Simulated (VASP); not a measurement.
# CoSi (P2_13) in VASP: a series of runs

The runs below take CoSi through single point, with PBE.

All numbers are computed with VASP 6.6.1; they aren't measurements. Logs are shortened: lines on timing, memory, paths and dates and some standing lists are left out, and cuts for length are marked.

## (1) The crystal as given

The structure is cubic, space group P2_13 (No. 198). Conventional cell: a = 4.383 Å, b = 4.383 Å, c = 4.383 Å, α = 90.00°, β = 90.00°, γ = 90.00°. Co (site symmetry 3) is surrounded by 7 Si at 2.29 to 2.40 Å. Around Si (site symmetry 3) lie 7 Co at 2.29 to 2.40 Å.

## (2) Single point, PBE

File INCAR:

```
SYSTEM = CoSi
PREC     = Accurate       ! precision mode
ENCUT    = 520            ! plane-wave cutoff, eV
EDIFF    = 1E-6           ! SCF threshold, eV
ISMEAR   = -1             ! smearing method
SIGMA    = 0.02           ! smearing width, eV
LREAL    = .FALSE.        ! projectors in reciprocal space
LASPH    = .TRUE.         ! aspherical terms in the spheres
NELM     = 100            ! most SCF steps
ALGO     = Normal         ! electronic algorithm
ISIF     = 2              ! what is computed and relaxed
LWAVE    = .FALSE.        ! write WAVECAR
LCHARG   = .FALSE.        ! write CHGCAR
GGA      = PE             ! functional
NBANDS   = 36             ! bands
```

File KPOINTS:

```
regular mesh
0
G
  6 6 6
  0 0 0
```

File POSCAR:

```
CoSi
1.0
    4.3829984386      0.0000000000      0.0000000000
    0.0000000000      4.3829984386      0.0000000000
    0.0000000000      0.0000000000      4.3829984386
Co Si
4 4
Direct
    0.1456935066      0.1456935066      0.1456935066
    0.3543064934      0.8543064934      0.6456935066
    0.6456935066      0.3543064934      0.8543064934
    0.8543064934      0.6456935066      0.3543064934
    0.8436267003      0.8436267003      0.8436267003
    0.6563732997      0.1563732997      0.3436267003
    0.3436267003      0.6563732997      0.1563732997
    0.1563732997      0.3436267003      0.6563732997
```

Potentials or basis: VASP PAW PBE potentials, release 64 (Co, Si).

Run with:

```bash
cat potpaw_PBE.64/Co/POTCAR potpaw_PBE.64/Si/POTCAR > POTCAR
mpirun -np 1 vasp_std > vasp.out
```

OUTCAR:

```text
SYSTEM = CoSi
   PREC = Accurate
   ENCUT = 520
   EDIFF = 1E-6
   ISMEAR = -1
   LREAL = .FALSE.
   LASPH = .TRUE.
   NELM = 100
   ISIF = 2
   GGA = PE

 ion  position               nearest neighbor table
   1  0.146  0.146  0.146-   5 2.29   6 2.31   7 2.31   8 2.31   7 2.40   8 2.40   6 2.40   3 2.70
                             4 2.70   2 2.70   2 2.70   4 2.70   3 2.70
   2  0.354  0.854  0.646-   6 2.29   5 2.31   7 2.31   8 2.31   7 2.40   8 2.40   5 2.40   1 2.70
                             1 2.70   3 2.70   3 2.70   4 2.70   4 2.70
   3  0.646  0.354  0.854-   7 2.29   6 2.31   5 2.31   8 2.31   8 2.40   6 2.40   5 2.40   1 2.70
                             4 2.70   2 2.70   2 2.70   4 2.70   1 2.70
   4  0.854  0.646  0.354-   8 2.29   6 2.31   7 2.31   5 2.31   6 2.40   5 2.40   7 2.40   1 2.70
                             3 2.70   2 2.70   1 2.70   2 2.70   3 2.70
   5  0.844  0.844  0.844-   1 2.29   2 2.31   3 2.31   4 2.31   3 2.40   4 2.40   2 2.40   6 2.71
                             7 2.71   8 2.71   6 2.71   8 2.71   7 2.71
   6  0.656  0.156  0.344-   2 2.29   1 2.31   3 2.31   4 2.31   3 2.40   4 2.40   1 2.40   8 2.71
                             5 2.71   5 2.71   7 2.71   7 2.71   8 2.71
   7  0.344  0.656  0.156-   3 2.29   2 2.31   1 2.31   4 2.31   4 2.40   2 2.40   1 2.40   8 2.71
                             5 2.71   8 2.71   6 2.71   6 2.71   5 2.71
   8  0.156  0.344  0.656-   4 2.29   2 2.31   3 2.31   1 2.31   2 2.40   1 2.40   3 2.40   7 2.71
                             5 2.71   7 2.71   5 2.71   6 2.71   6 2.71

  LATTYP: Found a simple cubic cell.
 ALAT       =     4.3829984386

  Lattice vectors:

 A1 = (   4.3829984386,   0.0000000000,   0.0000000000)
 A2 = (   0.0000000000,   4.3829984386,   0.0000000000)
 A3 = (   0.0000000000,   0.0000000000,   4.3829984386)

Analysis of symmetry for initial positions (statically):
=====================================================================
 Subroutine PRICEL returns:
 Original cell was already a primitive cell.

 Routine SETGRP: Setting up the symmetry group for a
 simple cubic supercell.

 Subroutine GETGRP returns: Found 12 space group operations
 (whereof  3 operations were pure point group operations)
 out of a pool of 48 trial point group operations.

The static configuration has the point symmetry C_3 .
 The point group associated with its full space group is T   .

Analysis of symmetry for dynamics (positions and initial velocities):
=====================================================================
 Subroutine PRICEL returns:
 Original cell was already a primitive cell.

 Routine SETGRP: Setting up the symmetry group for a
 simple cubic supercell.

 Subroutine GETGRP returns: Found 12 space group operations
 (whereof  3 operations were pure point group operations)
 out of a pool of 48 trial point group operations.

The dynamic configuration has the point symmetry C_3 .
 The point group associated with its full space group is T   .

 Subroutine INISYM returns: Found 12 space group operations
 (whereof  3 operations are pure point group operations),
 and found     1 'primitive' translations

----------------------------------------------------------------------------------------

                                     Primitive cell

  volume of cell :      84.2004

  direct lattice vectors                    reciprocal lattice vectors
     4.382998439  0.000000000  0.000000000     0.228154314  0.000000000  0.000000000
     0.000000000  4.382998439  0.000000000     0.000000000  0.228154314  0.000000000
     0.000000000  0.000000000  4.382998439     0.000000000  0.000000000  0.228154314

  length of vectors
     4.382998439  4.382998439  4.382998439     0.228154314  0.228154314  0.228154314

  position of ions in fractional coordinates (direct lattice)
     0.145693507  0.145693507  0.145693507
     0.354306493  0.854306493  0.645693507
     0.645693507  0.354306493  0.854306493
     0.854306493  0.645693507  0.354306493
     0.843626700  0.843626700  0.843626700
     0.656373300  0.156373300  0.343626700
     0.343626700  0.656373300  0.156373300
     0.156373300  0.343626700  0.656373300

  ion indices of the primitive-cell ions
   primitive index   ion index
                 1           1
                 2           2
                 3           3
                 4           4
                 5           5
                 6           6
                 7           7
                 8           8

----------------------------------------------------------------------------------------

 KPOINTS: regular mesh

Automatic generation of k-mesh.
 Grid dimensions read from file:
 generate k-points for:    6    6    6

 Generating k-lattice:

  Cartesian coordinates                     Fractional coordinates (reciprocal lattice)
     0.038025719  0.000000000  0.000000000     0.166666667  0.000000000  0.000000000
     0.000000000  0.038025719  0.000000000     0.000000000  0.166666667  0.000000000
     0.000000000  0.000000000  0.038025719     0.000000000  0.000000000  0.166666667

  Length of vectors
     0.038025719  0.038025719  0.038025719

  Shift w.r.t. Gamma in fractional coordinates (k-lattice)
     0.000000000  0.000000000  0.000000000

 Subroutine IBZKPT returns following result:
 ===========================================

 Found     24 irreducible k-points:

 Following reciprocal coordinates:
            Coordinates               Weight
  0.000000  0.000000  0.000000      1.000000
  0.166667  0.000000  0.000000      6.000000
  0.333333  0.000000  0.000000      6.000000
  0.500000  0.000000  0.000000      3.000000
  0.166667  0.166667  0.000000     12.000000
  0.333333  0.166667  0.000000     12.000000
[... 16 lines left out ...]
  0.500000  0.500000  0.333333      6.000000
  0.500000  0.500000  0.500000      1.000000
   k-points           NKPTS =     24   k-points in BZ     NKDIM =     24   number of bands    NBANDS=     36
   number of dos      NEDOS =    301   number of ions     NIONS =      8
   total plane-waves  NPLWV =  46656
   dimension x,y,z NGX =    36 NGY =   36 NGZ =   36
   dimension x,y,z NGXF=    72 NGYF=   72 NGZF=   72
   ions per type =               4   4
   NGX,Y,Z   is equivalent  to a cutoff of  13.65, 13.65, 13.65 a.u.
   NGXF,Y,Z  is equivalent  to a cutoff of  27.31, 27.31, 27.31 a.u.
 SYSTEM =  CoSi
   PREC   = accura    normal or accurate (medium, high low for compatibility)
   ISTART =      0    job   : 0-new  1-cont  2-samecut
   ICHARG =      2    charge: 1-file 2-atom 10-const
   ISPIN  =      1    spin polarized calculation?
   LNONCOLLINEAR =      F non collinear calculations
   LSORBIT =      F    spin-orbit coupling
   LASPH  =      T    aspherical Exc in radial PAW
   ENCUT  =  520.0 eV  38.22 Ry    6.18 a.u.   8.15  8.15  8.15*2*pi/ulx,y,z
   NELM   =    100;   NELMIN=  2; NELMDL= -5     # of ELM steps
   EDIFF  = 0.1E-05   stopping-criterion for ELM
[... 8 lines left out ...]
   TEBEG  =    0.0;   TEEND  =   0.0 temperature during run
   PSTRESS=    0.0 pullay stress
   NELECT =      52.0000    total number of electrons
   NUPDOWN=      -1.0000    fix difference up-down
   EMIN   =  10.00;   EMAX   =-10.00  energy-range for DOS
   EFERMI =   0.00;   METHOD = LEGACY
   ISMEAR =    -1;   SIGMA  =   0.02  broadening in eV -4-tet -1-fermi 0-gaus
   EFERMI_NEDOS =   21; number of points for ismear=-14 and -15
   IALGO  =     38    algorithm
   IMIX   =      4    mixing-type and parameters
     AMIX     =   0.40;   BMIX     =  1.00
     AMIX_MAG =   1.60;   BMIX_MAG =  1.00
  volume/ion in A,a.u.               =      10.53        71.03
  Fermi-wavevector in a.u.,A,eV,Ry     =   1.394134  2.634532 26.444428  1.943611
  Thomas-Fermi vector in A             =   2.517713
   LORBIT       =      0    0 simple, 1 ext, 2 COOP (PROOUT), +10 PAW based schemes
   GGA     = PE    functional components
   LHFCALC =     F    Hartree Fock is set to
   AEXX    =    0.0000 exact exchange contribution
   IVDW    =     0    specifies the selected vdW correction
   LEPSILON=     F    determine dielectric tensor
   LRPA    =     F    only Hartree local field effects (RPA)
 non-spin polarized calculation
  energy-cutoff  :      520.00
  volume of cell :       84.20
 maximum number of plane-waves:      2301
 NGX is ok and might be reduce to    36
   NGX = 17   NGY = 17   NGZ = 17

 number of electron      51.9999986 magnetization

 Free energy of the ion-electron system (eV)
  ---------------------------------------------------
  ext. energy  EPLUGINS =         0.00000000
  ---------------------------------------------------
  free energy    TOTEN  =       -54.68596994 eV

  energy without entropy =      -54.68426356  energy(sigma->0) =      -54.68511675

 E-fermi :  12.6141     XC(G=0): -13.0328

 val. band max:       12.6100126212   @ k =   0.0000   0.0000   0.0000
 cond. band min:      12.7042307751   @ k =   0.5000   0.5000   0.3333
 fundamental gap:      0.0942181539
 Fermi energy:        12.6140937463

 k-point     1 :       0.0000    0.0000    0.0000
  band No.  band energies     occupation
      1      -1.3333      2.00000
      2       4.2773      2.00000
      3       4.2773      2.00000
      4       4.2773      2.00000
      5       6.9824      2.00000
      6       6.9824      2.00000
[... 28 lines left out ...]
     35      16.3058      0.00000
     36      17.5833      0.00000

 k-point     2 :       0.1667    0.0000    0.0000
  band No.  band energies     occupation
      1      -1.1216      2.00000
      2       3.1528      2.00000
      3       4.4100      2.00000
      4       5.0218      2.00000
      5       6.4493      2.00000
      6       7.1021      2.00000
[... 28 lines left out ...]
     35      17.0453      0.00000
     36      17.9989      0.00000
[... 817 lines left out ...]
     35      19.3610      0.00000
     36      19.4037      0.00000

 k-point    24 :       0.5000    0.5000    0.5000
  band No.  band energies     occupation
      1       3.0084      2.00000
      2       3.0084      2.00000
      3       3.0084      2.00000
      4       3.0084      2.00000
      5       5.5125      2.00000
      6       5.5125      2.00000
[... 28 lines left out ...]
     35      18.5588      0.00000
     36      18.5588      0.00000

------------------------ aborting loop because EDIFF is reached ----------------------------------------

  FORCE on cell =-STRESS in cart. coord.  units (eV):
  Direction    XX          YY          ZZ          XY          YZ          ZX
  --------------------------------------------------------------------------------------
  -------------------------------------------------------------------------------------
  Total        4.0096117      4.0096117      4.0096117     -0.0000000     -0.0000000      0.0000000
  in kB       76.2955057     76.2955057     76.2955057     -0.0000000     -0.0000000      0.0000000
  external PRESSURE =      76.2955057 kB  Pullay stress =       0.0000000 kB

 VOLUME and BASIS-vectors are now :
 -----------------------------------------------------------------------------
  energy-cutoff  :      520.00
  volume of cell :       84.20
      direct lattice vectors                 reciprocal lattice vectors
     4.382998439  0.000000000  0.000000000     0.228154314  0.000000000  0.000000000
     0.000000000  4.382998439  0.000000000     0.000000000  0.228154314  0.000000000
     0.000000000  0.000000000  4.382998439     0.000000000  0.000000000  0.228154314

 POSITION                                       TOTAL-FORCE (eV/Angst)
 -----------------------------------------------------------------------------------
      0.63857      0.63857      0.63857         0.018906      0.018906      0.018906
      1.55292      3.74442      2.83007        -0.018906     -0.018906      0.018906
      2.83007      1.55292      3.74442         0.018906     -0.018906     -0.018906
      3.74442      2.83007      1.55292        -0.018906      0.018906     -0.018906
      3.69761      3.69761      3.69761        -0.000275     -0.000275     -0.000275
      2.87688      0.68538      1.50612         0.000275      0.000275     -0.000275
      1.50612      2.87688      0.68538        -0.000275      0.000275      0.000275
      0.68538      1.50612      2.87688         0.000275     -0.000275      0.000275
 -----------------------------------------------------------------------------------
    total drift:                                0.000000      0.000000      0.000000

  FREE ENERGIE OF THE ION-ELECTRON SYSTEM (eV)
  ---------------------------------------------------
  free  energy   TOTEN  =       -54.6859699396 eV

  energy  without entropy=      -54.6842635627  energy(sigma->0) =      -54.68511675
```

It took 59 s on 1 thread of Intel Xeon Platinum 8559C (Emerald Rapids), shared host; peak memory 0.23 GiB.

Results:

```
Free energy            : -54.6860 eV
Pressure               : 7.6 GPa
Largest force          : 0.033 eV/Å
Band gap on the k mesh : none (metal or under the smearing width)
```

Forces on the atoms (eV/Å):
```
Co   0.019  0.019  0.019
Co  -0.019 -0.019  0.019
Co   0.019 -0.019 -0.019
Co  -0.019  0.019 -0.019
Si   0.000  0.000  0.000
Si   0.000  0.000  0.000
Si   0.000  0.000  0.000
Si   0.000  0.000  0.000
```

Levels at points of the mesh, in eV from the Fermi level:
| k point | band 22 | band 23 | band 24 | band 25 | band 26 | band 27 | band 28 | band 29 | band 30 | band 31 |
| --- | --- | --- | --- | --- | --- | --- | --- | --- | --- | --- |
| (0.00, 0.00, 0.00) | -0.95 | -0.81 | -0.81 | 0.00 | 0.00 | 0.00 | 2.64 | 2.64 | 2.64 | 3.01 |
| (0.50, 0.00, 0.00) | -1.09 | -0.67 | -0.67 | -0.50 | -0.50 | 1.04 | 1.04 | 1.60 | 1.60 | 4.40 |
| (0.50, 0.50, 0.00) | -1.55 | -1.04 | -1.04 | -0.04 | -0.04 | 0.62 | 0.62 | 2.13 | 2.13 | 2.62 |
| (0.50, 0.50, 0.50) | -1.28 | -1.28 | -1.28 | -0.23 | -0.23 | -0.23 | -0.23 | 5.63 | 5.63 | 5.63 |

[end of part 1 of 2]
